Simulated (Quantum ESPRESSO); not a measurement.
Crystal: AlAu.

```xyz
2
Lattice="3.2239 0.0000 0.0000 0.0000 3.2239 0.0000 0.0000 0.0000 3.2239" Properties=species:S:1:pos:R:3 pbc="T T T"
Au    1.6120    1.6120    1.6120
Al    0.0000    0.0000    0.0000
```

The cell comes from a database or a generator and needn't be the stable form of this composition.

| Quantity | Value |
| --- | --- |
| Program | Quantum ESPRESSO 7.5 |
| Task | phonons |
| Functional | LDA |
| Potentials or basis | GBRV 1.5 LDA |
| Cutoff | 612 eV |
| Density cutoff | 4898 eV |
| k mesh | 8 × 8 × 8 |
| Occupations | cold, width 0.2 eV |
| Spin | no spin polarisation |
| Form of the LDA correlation | PZ81 |
| Mixing beta | 0.5 |
| Most SCF iterations | 120 |
| SCF threshold | 4e-10 Ry |

The cell and the atoms were relaxed first, to 15.60 Å³/atom (a = 3.148 Å, b = 3.148 Å, c = 3.148 Å, α = 90.00°, β = 90.00°, γ = 90.00°), and the response was taken there.

**Question.** Where do the zone-centre optical modes lie?

**Answer.** T1u at 161 cm⁻¹ (IR).

Optical modes at Γ, degenerate ones joined:
```csv
cm⁻¹,components,symmetry,active in
161,3,T1u,IR
```

Caveat: the mesh is thin for the phonons of a metal.
